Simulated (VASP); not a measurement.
# AlN (P6_3mc) in VASP: a series of runs, part 2 of 2

VASP 6.6.1.

### 3 Relaxation of cell and atoms, PBE+D4

This run uses another cell than the first one, of 10.45 Å³/atom, 1.005 times its volume.

INCAR reads:

```
PREC = Accurate
ENCUT = 600
EDIFF = 1E-6
ISMEAR = 0
SIGMA = 0.01
LREAL = F
LASPH = T
NELM = 100
ALGO = Fast
ISIF = 3
LWAVE = F
LCHARG = F
GGA = PE
IVDW = 13
IBRION = 2
NSW = 80
EDIFFG = -0.03
```

KPOINTS reads:

```
Automatic mesh
0
Gamma
  6 6 4
```

POSCAR reads:

```
AlN
1.0
    3.1130000000      0.0000000000      0.0000000000
   -1.5565000000      2.6959370800      0.0000000000
    0.0000000000      0.0000000000      4.9810000000
Al N
2 2
Direct
    0.3333333333      0.6666666667      0.0000000000
    0.6666666667      0.3333333333      0.5000000000
    0.3333333333      0.6666666667      0.3800000000
    0.6666666667      0.3333333333      0.8800000000
```

Potentials or basis: VASP PAW PBE potentials, release 64 (Al, N).

Started as:

```sh
cat potpaw_PBE.64/Al/POTCAR potpaw_PBE.64/N/POTCAR > POTCAR
mpirun -np 1 vasp_std > vasp.out
```

OUTCAR:

```text
PREC = Accurate
   ENCUT = 600
   EDIFF = 1E-6
   ISMEAR = 0
   LREAL = F
   LASPH = T
   NELM = 100
   ISIF = 3
   GGA = PE
   IVDW = 13
   IBRION = 2
   NSW = 80
   EDIFFG = -0.03

 ion  position               nearest neighbor table
   1  0.333  0.667  0.000-   3 1.89   4 1.89   4 1.89   4 1.89   2 3.07   2 3.07   2 3.07   2 3.07
                             2 3.07   2 3.07
   2  0.667  0.333  0.500-   4 1.89   3 1.89   3 1.89   3 1.89   1 3.07   1 3.07   1 3.07   1 3.07
                             1 3.07   1 3.07
   3  0.333  0.667  0.380-   1 1.89   2 1.89   2 1.89   2 1.89
   4  0.667  0.333  0.880-   2 1.89   1 1.89   1 1.89   1 1.89

  LATTYP: Found a hexagonal cell.
 ALAT       =     3.1130000000
 C/A-ratio  =     1.6000642467

  Lattice vectors:

 A1 = (   3.1130000000,   0.0000000000,   0.0000000000)
 A2 = (  -1.5565000000,   2.6959370800,   0.0000000000)
 A3 = (   0.0000000000,   0.0000000000,   4.9810000000)

Analysis of symmetry for initial positions (statically):
=====================================================================
 Subroutine PRICEL returns:
 Original cell was already a primitive cell.

 Routine SETGRP: Setting up the symmetry group for a
 hexagonal supercell.

 Subroutine GETGRP returns: Found 12 space group operations
 (whereof  6 operations were pure point group operations)
 out of a pool of 24 trial point group operations.

The static configuration has the point symmetry C_3v.
 The point group associated with its full space group is C_6v.

Analysis of symmetry for dynamics (positions and initial velocities):
=====================================================================
 Subroutine PRICEL returns:
 Original cell was already a primitive cell.

 Routine SETGRP: Setting up the symmetry group for a
 hexagonal supercell.

 Subroutine GETGRP returns: Found 12 space group operations
 (whereof  6 operations were pure point group operations)
 out of a pool of 24 trial point group operations.

The dynamic configuration has the point symmetry C_3v.
 The point group associated with its full space group is C_6v.

 Subroutine INISYM returns: Found 12 space group operations
 (whereof  6 operations are pure point group operations),
 and found     1 'primitive' translations

----------------------------------------------------------------------------------------

                                     Primitive cell

  volume of cell :      41.8028

  direct lattice vectors                    reciprocal lattice vectors
     3.113000000  0.000000000  0.000000000     0.321233537  0.185464269  0.000000000
    -1.556500000  2.695937080  0.000000000     0.000000000  0.370928538  0.000000000
     0.000000000  0.000000000  4.981000000     0.000000000  0.000000000  0.200762899

  length of vectors
     3.113000000  3.112999998  4.981000000     0.370928538  0.370928538  0.200762899

  position of ions in fractional coordinates (direct lattice)
     0.333333333  0.666666667  0.000000000
     0.666666667  0.333333333  0.500000000
     0.333333333  0.666666667  0.380000000
     0.666666667  0.333333333  0.880000000

  ion indices of the primitive-cell ions
   primitive index   ion index
                 1           1
                 2           2
                 3           3
                 4           4

----------------------------------------------------------------------------------------

 KPOINTS: Automatic mesh

Automatic generation of k-mesh.
 Grid dimensions read from file:
 generate k-points for:    6    6    4

 Generating k-lattice:

  Cartesian coordinates                     Fractional coordinates (reciprocal lattice)
     0.053538923  0.030910712  0.000000000     0.166666667 -0.000000000  0.000000000
     0.000000000  0.061821423  0.000000000     0.000000000  0.166666667  0.000000000
     0.000000000  0.000000000  0.050190725     0.000000000  0.000000000  0.250000000

  Length of vectors
     0.061821423  0.061821423  0.050190725

  Shift w.r.t. Gamma in fractional coordinates (k-lattice)
     0.000000000  0.000000000  0.000000000

 Subroutine IBZKPT returns following result:
 ===========================================

 Found     21 irreducible k-points:

 Following reciprocal coordinates:
            Coordinates               Weight
  0.000000  0.000000  0.000000      1.000000
  0.166667  0.000000  0.000000      6.000000
  0.333333  0.000000  0.000000      6.000000
  0.500000  0.000000  0.000000      3.000000
  0.166667  0.166667  0.000000      6.000000
  0.333333  0.166667  0.000000     12.000000
[... 13 lines left out ...]
  0.333333  0.166667  0.500000     12.000000
  0.333333  0.333333  0.500000      2.000000
   k-points           NKPTS =     21   k-points in BZ     NKDIM =     21   number of bands    NBANDS=     12
   number of dos      NEDOS =    301   number of ions     NIONS =      4
   total plane-waves  NPLWV =  31360
   dimension x,y,z NGX =    28 NGY =   28 NGZ =   40
   dimension x,y,z NGXF=    56 NGYF=   56 NGZF=   80
   ions per type =               2   2
   NGX,Y,Z   is equivalent  to a cutoff of  14.95, 14.95, 13.35 a.u.
   NGXF,Y,Z  is equivalent  to a cutoff of  29.91, 29.91, 26.70 a.u.
 SYSTEM =  unknown system
   PREC   = accura    normal or accurate (medium, high low for compatibility)
   ISTART =      0    job   : 0-new  1-cont  2-samecut
   ICHARG =      2    charge: 1-file 2-atom 10-const
   ISPIN  =      1    spin polarized calculation?
   LNONCOLLINEAR =      F non collinear calculations
   LSORBIT =      F    spin-orbit coupling
   LASPH  =      T    aspherical Exc in radial PAW
   ENCUT  =  600.0 eV  44.10 Ry    6.64 a.u.   6.22  6.22  9.95*2*pi/ulx,y,z
   NELM   =    100;   NELMIN=  2; NELMDL= -5     # of ELM steps
   EDIFF  = 0.1E-05   stopping-criterion for ELM
   LREAL  =      F    real-space projection
   EDIFFG = -.3E-01   stopping-criterion for IOM
   NSW    =     80    number of steps for IOM
   IBRION =      2    ionic relax: 0-MD 1-quasi-New 2-CG
   NFREE  =      1    steps in history (QN), initial steepest desc. (CG)
   ISIF   =      3    stress and relaxation
   ISYM   =      2    0-nonsym 1-usesym 2-fastsym
   POTIM  = 0.5000    time-step for ionic-motion
   TEBEG  =    0.0;   TEEND  =   0.0 temperature during run
   PSTRESS=    0.0 pullay stress
   NELECT =      16.0000    total number of electrons
   NUPDOWN=      -1.0000    fix difference up-down
   EMIN   =  10.00;   EMAX   =-10.00  energy-range for DOS
   EFERMI =   0.00;   METHOD = LEGACY
   ISMEAR =     0;   SIGMA  =   0.01  broadening in eV -4-tet -1-fermi 0-gaus
   EFERMI_NEDOS =   21; number of points for ismear=-14 and -15
   IALGO  =     68    algorithm
   IMIX   =      4    mixing-type and parameters
     AMIX     =   0.40;   BMIX     =  1.00
     AMIX_MAG =   1.60;   BMIX_MAG =  1.00
  volume/ion in A,a.u.               =      10.45        70.52
  Fermi-wavevector in a.u.,A,eV,Ry     =   1.188629  2.246183 19.222843  1.412839
  Thomas-Fermi vector in A             =   2.324754
   LORBIT       =      0    0 simple, 1 ext, 2 COOP (PROOUT), +10 PAW based schemes
   GGA     = PE    functional components
   LHFCALC =     F    Hartree Fock is set to
   AEXX    =    0.0000 exact exchange contribution
   IVDW    =    13    specifies the selected vdW correction
   LEPSILON=     F    determine dielectric tensor
   LRPA    =     F    only Hartree local field effects (RPA)
 conjugate gradient relaxation of ions
 non-spin polarized calculation
 RMM-DIIS sequential band-by-band and
 Gauss-broadening in eV      SIGMA  =   0.01
  energy-cutoff  :      600.00
  volume of cell :       41.80
 maximum number of plane-waves:      1412
 NGX is ok and might be reduce to    28
   NGX = 13   NGY = 13   NGZ = 19

--------------------------------------- Ionic step        1  -------------------------------------------

 number of electron      16.0000000 magnetization

 Free energy of the ion-electron system (eV)
  ---------------------------------------------------
  ext. energy  EPLUGINS =         0.00000000
  ---------------------------------------------------
  free energy    TOTEN  =       -29.77301820 eV

  energy without entropy =      -29.77301820  energy(sigma->0) =      -29.77301820

------------------------ aborting loop because EDIFF is reached ----------------------------------------

  DFT-D4 for vdW energy calculation

  Edisp (eV):   -1.22551
[... 75 lines left out ...]
--------------------------------------- Ionic step        3  -------------------------------------------

 number of electron      15.9999999 magnetization

 Free energy of the ion-electron system (eV)
  ---------------------------------------------------
  ext. energy  EPLUGINS =         0.00000000
  ---------------------------------------------------
  free energy    TOTEN  =       -29.76723669 eV

  energy without entropy =      -29.76723669  energy(sigma->0) =      -29.76723669

 E-fermi :   6.2652     XC(G=0): -10.9361

 val. band max:        6.1992611046   @ k =   0.0000   0.0000   0.0000
 cond. band min:      10.4684919920   @ k =   0.0000   0.0000   0.0000
 fundamental gap:      4.2692308875
 Fermi energy:         6.2652463606

 k-point     1 :       0.0000    0.0000    0.0000
  band No.  band energies     occupation
      1      -9.0129      2.00000
      2      -6.8564      2.00000
      3       0.1828      2.00000
      4       5.3542      2.00000
      5       5.3542      2.00000
      6       6.0003      2.00000
      7       6.0003      2.00000
      8       6.1993      2.00000
      9      10.4685      0.00000
     10      12.9402      0.00000
     11      16.8581      0.00000
     12      17.4237      0.00000
[... 333 lines left out ...]
  FREE ENERGIE OF THE ION-ELECTRON SYSTEM (eV)
  ---------------------------------------------------
  free  energy   TOTEN  =       -31.0009608451 eV

  energy  without entropy=      -31.0009608451  energy(sigma->0) =      -31.00096085

 reached required accuracy - stopping structural energy minimisation
```

OSZICAR:

```text
N       E                     dE             d eps       ncg     rms          rms(c)
DAV:   1     0.553028254433E+02    0.55303E+02   -0.81280E+03   504   0.133E+03
DAV:   2    -0.299621130109E+02   -0.85265E+02   -0.78366E+02   708   0.247E+02
DAV:   3    -0.344799354310E+02   -0.45178E+01   -0.44977E+01   672   0.623E+01
[... 27 lines left out ...]
RMM:   3    -0.297672807355E+02    0.13290E-03   -0.15966E-03   504   0.349E-01    0.366E-02
RMM:   4    -0.297672451422E+02    0.35593E-04   -0.17857E-04   504   0.153E-01    0.194E-02
RMM:   5    -0.297672377085E+02    0.74337E-05   -0.24761E-05   504   0.562E-02    0.822E-03
RMM:   6    -0.297672372538E+02    0.45475E-06   -0.18071E-05   504   0.314E-02    0.486E-03
RMM:   7    -0.297672366867E+02    0.56710E-06   -0.20854E-06   346   0.208E-02
   3 F= -.31000961E+02 E0= -.31000961E+02  d E =-.243741E-02
```

Wall time 37 s (1 thread of AMD EPYC 7R13 (Zen 3), shared host); peak memory 0.14 GiB.

What came out:

```yaml
Free_energy: -31.0010 eV
Relaxed_volume: 10.38 Å³/atom
Relaxed_cell: a = 3.103 Å, b = 3.103 Å, c = 4.979 Å, α = 90.00°, β = 90.00°, γ = 120.00°
Space_group_after_relaxing_to_0.05_Å: P6_3mc (No. 186)
Energy_gained_by_relaxing: 0.6 meV/atom
Ionic_steps: 3
Pressure_after_relaxing: 0.0 GPa
Largest_force_after_relaxing: 0.013 eV/Å
Band_gap_on_the_k_mesh: 4.27 eV, direct
Dispersion_energy_per_atom: -0.308 eV
```

Forces in eV/Å, atoms in the order of the input:
```
Al   0.000  0.000 -0.013
Al   0.000  0.000 -0.013
N    0.000  0.000  0.013
N    0.000  0.000  0.013
```

Step by step:
```tsv
step	energy change (eV)	largest force (eV/Å)	pressure (GPa)	volume (Å³)
1	0.0000	0.1291	-1.35	41.80
2	-0.0004	0.0915	1.28	41.27
3	-0.0024	0.0135	-0.04	41.52
```

Final structure:
```xyz
4
Lattice="3.1032 0.0000 0.0000 -1.5516 2.6874 0.0000 0.0000 0.0000 4.9791" Properties=species:S:1:pos:R:3 pbc="T T T"
Al    0.0000    1.7916    4.9758
Al    1.5516    0.8958    2.4863
N     0.0000    1.7916    1.8953
N     1.5516    0.8958    4.3849
```

### 4 Against experiment

Step 2. A measured gap of AlN is 6.034 eV (an exciton energy, a little under the gap; 10 K; quoted in “Self-assembly of well-separated AlN nanowires directly on sputtered metallic TiN films”, 2019, arxiv:1910.07391); the calculated 4.24 eV misses it by -1.79 eV. 2 values of this kind are on record (6.034 to 6.0343 eV); this one was drawn at random. The value is that of PBE+D4, without temperature or zero-point motion. Semilocal functionals fall short of measured gaps as a rule.
